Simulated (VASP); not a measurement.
# In3As (Pm-3m) in VASP: phonons with PBE

Aim: the phonons of In3As with PBE.

Everything below comes from runs of VASP 6.6.1. Logs are shortened: lines on timing, memory, paths and dates and some standing lists are left out, and cuts for length are marked.

## (1) The crystal as given

The structure is cubic, space group Pm-3m (No. 221). The conventional cell has a = 4.672 Å, b = 4.672 Å, c = 4.672 Å, α = 90.00°, β = 90.00°, γ = 90.00°. In (site symmetry 4/mmm) is surrounded by 8 In at 3.30 Å and 4 As at 3.30 Å. As (site symmetry m-3m) is surrounded by 12 In at 3.30 Å.

The cell comes from a database or a generator and needn't be the stable form of this composition.

## (2) Phonons, PBE

File POSCAR:

```
In3As
1.0
    4.6716810000      0.0000000000      0.0000000000
    0.0000000000      4.6716810000      0.0000000000
    0.0000000000      0.0000000000      4.6716810000
In As
3 1
Direct
    0.5000000000      0.5000000000      0.0000000000
    0.5000000000      0.0000000000      0.5000000000
    0.0000000000      0.5000000000      0.5000000000
    0.0000000000      0.0000000000      0.0000000000
```

File INCAR.step1:

```
PREC = Accurate ; ENCUT = 600
EDIFF = 1E-8 ; ISMEAR = -1
SIGMA = 0.05 ; LREAL = F
LASPH = T ; NELM = 100
ALGO = Normal ; ISIF = 3
LWAVE = F ; LCHARG = F
GGA = PE ; IBRION = 2
NSW = 40 ; EDIFFG = -0.002
KPAR = 2
```

File INCAR.step2:

```
PREC = Accurate ; ENCUT = 600
EDIFF = 1E-8 ; ISMEAR = -1
SIGMA = 0.05 ; LREAL = F
LASPH = T ; NELM = 100
ALGO = Normal ; ISIF = 2
LWAVE = F ; LCHARG = F
GGA = PE ; IBRION = 6
NFREE = 2 ; POTIM = 0.015
NSW = 1 ; KPAR = 2
```

File KPOINTS:

```
regular mesh
0
Gamma
  6 6 6
```

Potentials or basis: VASP PAW PBE potentials, release 64 (In_d, As).

Command:

```sh
$ cat potpaw_PBE.64/In_d/POTCAR potpaw_PBE.64/As/POTCAR > POTCAR
$ cp INCAR.step1 INCAR
$ mpirun -np 2 vasp_std > vasp.out
$ cp CONTCAR POSCAR
$ cp INCAR.step2 INCAR
$ mpirun -np 2 vasp_std > vasp.out
```

OUTCAR:

```text
PREC = Accurate
   ENCUT = 600
   EDIFF = 1E-8
   ISMEAR = -1
   LREAL = F
   LASPH = T
   NELM = 100
   ISIF = 2
   GGA = PE
   IBRION = 6
   NFREE = 2
   POTIM = 0.015
   NSW = 1

 ion  position               nearest neighbor table
   1  0.500  0.500  0.000-   2 3.32   3 3.32   4 3.32   2 3.32   3 3.32   2 3.32   4 3.32   2 3.32
                             3 3.32   4 3.32   3 3.32   4 3.32
   2  0.500  0.000  0.500-   1 3.32   3 3.32   4 3.32   1 3.32   4 3.32   1 3.32   3 3.32   1 3.32
                             3 3.32   4 3.32   4 3.32   3 3.32
   3  0.000  0.500  0.500-   1 3.32   2 3.32   4 3.32   1 3.32   4 3.32   2 3.32   4 3.32   4 3.32
                             1 3.32   2 3.32   1 3.32   2 3.32
   4  0.000  0.000  0.000-   1 3.32   2 3.32   3 3.32   2 3.32   3 3.32   1 3.32   3 3.32   3 3.32
                             1 3.32   2 3.32   2 3.32   1 3.32

  LATTYP: Found a simple cubic cell.
 ALAT       =     4.6946635923

  Lattice vectors:

 A1 = (   4.6946635923,   0.0000000000,   0.0000000000)
 A2 = (   0.0000000000,   4.6946635923,   0.0000000000)
 A3 = (   0.0000000000,   0.0000000000,   4.6946635923)

Analysis of symmetry for initial positions (statically):
=====================================================================
 Subroutine PRICEL returns:
 Original cell was already a primitive cell.

 Routine SETGRP: Setting up the symmetry group for a
 simple cubic supercell.

 Subroutine GETGRP returns: Found 48 space group operations
 (whereof 48 operations were pure point group operations)
 out of a pool of 48 trial point group operations.

The static configuration has the point symmetry O_h .

Analysis of symmetry for dynamics (positions and initial velocities):
=====================================================================
 Subroutine PRICEL returns:
 Original cell was already a primitive cell.

 Routine SETGRP: Setting up the symmetry group for a
 simple cubic supercell.

 Subroutine GETGRP returns: Found 48 space group operations
 (whereof 48 operations were pure point group operations)
 out of a pool of 48 trial point group operations.

The dynamic configuration has the point symmetry O_h .

 Subroutine INISYM returns: Found 48 space group operations
 (whereof 48 operations are pure point group operations),
 and found     1 'primitive' translations

----------------------------------------------------------------------------------------

                                     Primitive cell

  volume of cell :     103.4698

  direct lattice vectors                    reciprocal lattice vectors
     4.694663592  0.000000000  0.000000000     0.213007808  0.000000000  0.000000000
     0.000000000  4.694663592  0.000000000     0.000000000  0.213007808  0.000000000
     0.000000000  0.000000000  4.694663592     0.000000000  0.000000000  0.213007808

  length of vectors
     4.694663592  4.694663592  4.694663592     0.213007808  0.213007808  0.213007808

  position of ions in fractional coordinates (direct lattice)
     0.500000000  0.500000000  0.000000000
     0.500000000  0.000000000  0.500000000
     0.000000000  0.500000000  0.500000000
     0.000000000  0.000000000  0.000000000

  ion indices of the primitive-cell ions
   primitive index   ion index
                 1           1
                 2           2
                 3           3
                 4           4

----------------------------------------------------------------------------------------

 KPOINTS: regular mesh

Automatic generation of k-mesh.
 Grid dimensions read from file:
 generate k-points for:    6    6    6

 Generating k-lattice:

  Cartesian coordinates                     Fractional coordinates (reciprocal lattice)
     0.035501301  0.000000000  0.000000000     0.166666667  0.000000000  0.000000000
     0.000000000  0.035501301  0.000000000     0.000000000  0.166666667  0.000000000
     0.000000000  0.000000000  0.035501301     0.000000000  0.000000000  0.166666667

  Length of vectors
     0.035501301  0.035501301  0.035501301

  Shift w.r.t. Gamma in fractional coordinates (k-lattice)
     0.000000000  0.000000000  0.000000000

 Subroutine IBZKPT returns following result:
 ===========================================

 Found     20 irreducible k-points:

 Following reciprocal coordinates:
            Coordinates               Weight
  0.000000  0.000000  0.000000      1.000000
  0.166667  0.000000  0.000000      6.000000
  0.333333  0.000000  0.000000      6.000000
  0.500000  0.000000  0.000000      3.000000
  0.166667  0.166667  0.000000     12.000000
  0.333333  0.166667  0.000000     24.000000
[... 12 lines left out ...]
  0.500000  0.500000  0.333333      6.000000
  0.500000  0.500000  0.500000      1.000000
   k-points           NKPTS =     20   k-points in BZ     NKDIM =     20   number of bands    NBANDS=     26
   number of dos      NEDOS =    301   number of ions     NIONS =      4
   total plane-waves  NPLWV =  64000
   dimension x,y,z NGX =    40 NGY =   40 NGZ =   40
   dimension x,y,z NGXF=    80 NGYF=   80 NGZF=   80
   ions per type =               3   1
   NGX,Y,Z   is equivalent  to a cutoff of  14.16, 14.16, 14.16 a.u.
   NGXF,Y,Z  is equivalent  to a cutoff of  28.33, 28.33, 28.33 a.u.
 SYSTEM =  unknown system
   PREC   = accura    normal or accurate (medium, high low for compatibility)
   ISTART =      0    job   : 0-new  1-cont  2-samecut
   ICHARG =      2    charge: 1-file 2-atom 10-const
   ISPIN  =      1    spin polarized calculation?
   LNONCOLLINEAR =      F non collinear calculations
   LSORBIT =      F    spin-orbit coupling
   LASPH  =      T    aspherical Exc in radial PAW
   ENCUT  =  600.0 eV  44.10 Ry    6.64 a.u.   9.38  9.38  9.38*2*pi/ulx,y,z
   NELM   =    100;   NELMIN=  2; NELMDL=  0     # of ELM steps
   EDIFF  = 0.1E-07   stopping-criterion for ELM
   LREAL  =      F    real-space projection
   EDIFFG = 0.1E-06   stopping-criterion for IOM
   NSW    =     85    number of steps for IOM
   IBRION =      6    ionic relax: 0-MD 1-quasi-New 2-CG
   NFREE  =      2    steps in history (QN), initial steepest desc. (CG)
   ISIF   =      2    stress and relaxation
   ISYM   =      2    0-nonsym 1-usesym 2-fastsym
   POTIM  = 0.0150    time-step for ionic-motion
   TEBEG  =    0.0;   TEEND  =   0.0 temperature during run
   PSTRESS=    0.0 pullay stress
   NELECT =      44.0000    total number of electrons
   NUPDOWN=      -1.0000    fix difference up-down
   EMIN   =  10.00;   EMAX   =-10.00  energy-range for DOS
   EFERMI =   0.00;   METHOD = LEGACY
   ISMEAR =    -1;   SIGMA  =   0.05  broadening in eV -4-tet -1-fermi 0-gaus
   EFERMI_NEDOS =   21; number of points for ismear=-14 and -15
   IALGO  =     38    algorithm
   IMIX   =      4    mixing-type and parameters
     AMIX     =   0.40;   BMIX     =  1.00
     AMIX_MAG =   1.60;   BMIX_MAG =  1.00
  volume/ion in A,a.u.               =      25.87       174.56
  Fermi-wavevector in a.u.,A,eV,Ry     =   1.231085  2.326413 20.620573  1.515569
  Thomas-Fermi vector in A             =   2.365908
   LORBIT       =      0    0 simple, 1 ext, 2 COOP (PROOUT), +10 PAW based schemes
   GGA     = PE    functional components
   LHFCALC =     F    Hartree Fock is set to
   AEXX    =    0.0000 exact exchange contribution
   IVDW    =     0    specifies the selected vdW correction
   LEPSILON=     F    determine dielectric tensor
   LRPA    =     F    only Hartree local field effects (RPA)
 finite differences with symmetry
 non-spin polarized calculation
  energy-cutoff  :      600.00
  volume of cell :      103.47
 maximum number of plane-waves:      3483
 NGX is ok and might be reduce to    40
   NGX = 19   NGY = 19   NGZ = 19

--------------------------------------- Ionic step        1  -------------------------------------------

 number of electron      44.0000015 magnetization

 Free energy of the ion-electron system (eV)
  ---------------------------------------------------
  ext. energy  EPLUGINS =         0.00000000
  ---------------------------------------------------
  free energy    TOTEN  =       -12.05665547 eV

  energy without entropy =      -12.04164220  energy(sigma->0) =      -12.04914883

------------------------ aborting loop because EDIFF is reached ----------------------------------------

  FORCE on cell =-STRESS in cart. coord.  units (eV):
  Direction    XX          YY          ZZ          XY          YZ          ZX
  --------------------------------------------------------------------------------------
  -------------------------------------------------------------------------------------
  Total        0.0018882      0.0018882      0.0018882      0.0000000      0.0000000     -0.0000000
  in kB        0.0292371      0.0292371      0.0292371      0.0000000      0.0000000     -0.0000000
  external PRESSURE =       0.0292371 kB  Pullay stress =       0.0000000 kB
[... 213 lines left out ...]
  energy  without entropy=      -12.0418082554  energy(sigma->0) =      -12.04929220

--------------------------------------- Ionic step        7  -------------------------------------------

 number of electron      44.0000015 magnetization

 Free energy of the ion-electron system (eV)
  ---------------------------------------------------
  ext. energy  EPLUGINS =         0.00000000
  ---------------------------------------------------
  free energy    TOTEN  =       -12.05677615 eV

  energy without entropy =      -12.04180830  energy(sigma->0) =      -12.04929223

 E-fermi :   6.4439     XC(G=0): -10.0727

 val. band max:        6.4392222318   @ k =   0.1667   0.1667   0.1667
 cond. band min:       6.4453109159   @ k =   0.0000   0.5000   0.0000
 fundamental gap:      0.0060886840
 Fermi energy:         6.4438788499

 k-point     1 :       0.0000    0.0000    0.0000
  band No.  band energies     occupation
      1      -8.1956      2.00000
      2      -8.1838      2.00000
      3      -8.1838      2.00000
      4      -8.1838      2.00000
      5      -8.0148      2.00000
      6      -8.0147      2.00000
[... 685 lines left out ...]
     25       9.0525      0.00000
     26       9.2982      0.00000

 [... further k-points ...]

------------------------ aborting loop because EDIFF is reached ----------------------------------------

  FORCE on cell =-STRESS in cart. coord.  units (eV):
  Direction    XX          YY          ZZ          XY          YZ          ZX
  --------------------------------------------------------------------------------------
  -------------------------------------------------------------------------------------
  Total        0.0038573      0.0014133      0.0014133     -0.0000000      0.0000000      0.0000000
  in kB        0.0597287      0.0218835      0.0218835     -0.0000000      0.0000000      0.0000000
  external PRESSURE =       0.0344986 kB  Pullay stress =       0.0000000 kB
[... 19 lines left out ...]
  FREE ENERGIE OF THE ION-ELECTRON SYSTEM (eV)
  ---------------------------------------------------
  free  energy   TOTEN  =       -12.0567761499 eV

  energy  without entropy=      -12.0418083008  energy(sigma->0) =      -12.04929223

 INTERNAL STRAIN TENSORS FROM DISPLACED ATOMS
 ============================================

 INTERNAL STRAIN TENSOR FOR ION    1 for displacements in x,y,z  (eV/Angst):
          X           Y           Z          XY          YZ          ZX
  --------------------------------------------------------------------------------
  x     0.00000     0.00000     0.00000     0.00000     0.00000     0.00000
  y     0.00000     0.00000     0.00000     0.00000     0.00000     0.00000
  z     0.00000     0.00000     0.00000     0.00000     0.00000     0.00000

 INTERNAL STRAIN TENSOR FOR ION    4 for displacements in x,y,z  (eV/Angst):
          X           Y           Z          XY          YZ          ZX
  --------------------------------------------------------------------------------
  x     0.00000     0.00000     0.00000     0.00000     0.00000     0.00000
  y     0.00000     0.00000     0.00000     0.00000     0.00000     0.00000
  z     0.00000     0.00000     0.00000     0.00000     0.00000     0.00000

 Eigenvectors and eigenvalues of the dynamical matrix
 ----------------------------------------------------

   1 f  =    3.018201 THz    18.963913 2PiTHz  100.676334 cm-1    12.482269 meV
             X         Y         Z           dx          dy          dz
      2.347332  2.347332  0.000000     0.422787   -0.120382   -0.000000
      2.347332  0.000000  2.347332     0.422787    0.211427   -0.000000
      0.000000  2.347332  2.347332    -0.742544   -0.120382    0.000000
      0.000000  0.000000  0.000000    -0.127034    0.036171   -0.000000

   2 f  =    3.018201 THz    18.963913 2PiTHz  100.676334 cm-1    12.482269 meV
             X         Y         Z           dx          dy          dz
      2.347332  2.347332  0.000000    -0.000000   -0.000000   -0.772058
      2.347332  0.000000  2.347332    -0.000000    0.000000    0.439591
      0.000000  2.347332  2.347332     0.000000   -0.000000    0.439591
      0.000000  0.000000  0.000000     0.000000    0.000000   -0.132083
[... 64 lines left out ...]
  12 f/i=    2.127538 THz    13.367716 2PiTHz   70.967031 cm-1     8.798786 meV
             X         Y         Z           dx          dy          dz
      2.347332  2.347332  0.000000     0.153168    0.096700    0.000000
      2.347332  0.000000  2.347332     0.153168    0.192058    0.000000
      0.000000  2.347332  2.347332     0.304209    0.096700    0.000000
      0.000000  0.000000  0.000000    -0.758646   -0.478961    0.000000

 ELASTIC MODULI CONTR FROM IONIC RELAXATION (kBar)
 Direction    XX          YY          ZZ          XY          YZ          ZX
 --------------------------------------------------------------------------------
 XX           0.0000      0.0000      0.0000      0.0000      0.0000      0.0000
 YY           0.0000      0.0000      0.0000      0.0000      0.0000      0.0000
 ZZ           0.0000      0.0000      0.0000      0.0000      0.0000      0.0000
 XY           0.0000      0.0000      0.0000      0.0000      0.0000      0.0000
 YZ           0.0000      0.0000      0.0000      0.0000      0.0000      0.0000
 ZX           0.0000      0.0000      0.0000      0.0000      0.0000      0.0000
 --------------------------------------------------------------------------------
```

Run time: 7.1 min. Hardware: 2 MPI ranks of Intel Xeon Platinum 8259CL at 2.50GHz (Skylake/Cascade Lake), shared host; peak memory 0.45 GiB.

Results:

```
Relaxed volume                                          : 25.87 Å³/atom
Relaxed cell                                            : a = 4.695 Å, b = 4.695 Å, c = 4.695 Å, α = 90.00°, β = 90.00°, γ = 90.00°
Space group after relaxing (to 0.05 Å)                  : Pm-3m (No. 221)
Highest phonon frequency at Γ, LO-TO splitting left out : 101 cm⁻¹
Most unstable mode                                      : 71i cm⁻¹
```

The path:
| step | energy change (eV) | largest force (eV/Å) | pressure (GPa) | volume (Å³) |
| --- | --- | --- | --- | --- |
| 1 | 0.0000 | 0.0000 | 0.62 | 101.96 |
| 2 | -0.0029 | 0.0000 | 0.02 | 103.42 |
| 3 | -0.0029 | 0.0000 | 0.00 | 103.47 |

Final structure:
```yaml
crystal:
  lattice:
    - [4.69466, 0.00000, 0.00000]
    - [0.00000, 4.69466, 0.00000]
    - [0.00000, 0.00000, 4.69466]
  atoms:
    - { symbol: In, position: [0.50000, 0.50000, 0.00000] }
    - { symbol: In, position: [0.50000, 0.00000, 0.50000] }
    - { symbol: In, position: [0.00000, 0.50000, 0.50000] }
    - { symbol: As, position: [0.00000, 0.00000, 0.00000] }
```

Phonon frequencies in cm⁻¹ (negative: imaginary):
| q point | frequencies |
| --- | --- |
| (0.000, 0.000, 0.000) | -71 -71 -71 0 0 0 29 29 29 101 101 101 |

Caveat: some modes are imaginary.

## (3) The reference run

An earlier run on the cell as given: functional PBEsol; potentials or basis VASP PAW PBE potentials, release 64 (In_d, As); cutoff 520 eV; k mesh 6 × 6 × 6; occupations fermi-dirac, width 0.05 eV; no spin polarisation.

* Pressure: -2.4 GPa
* Band gap on the k mesh: none (metal or under the smearing width)
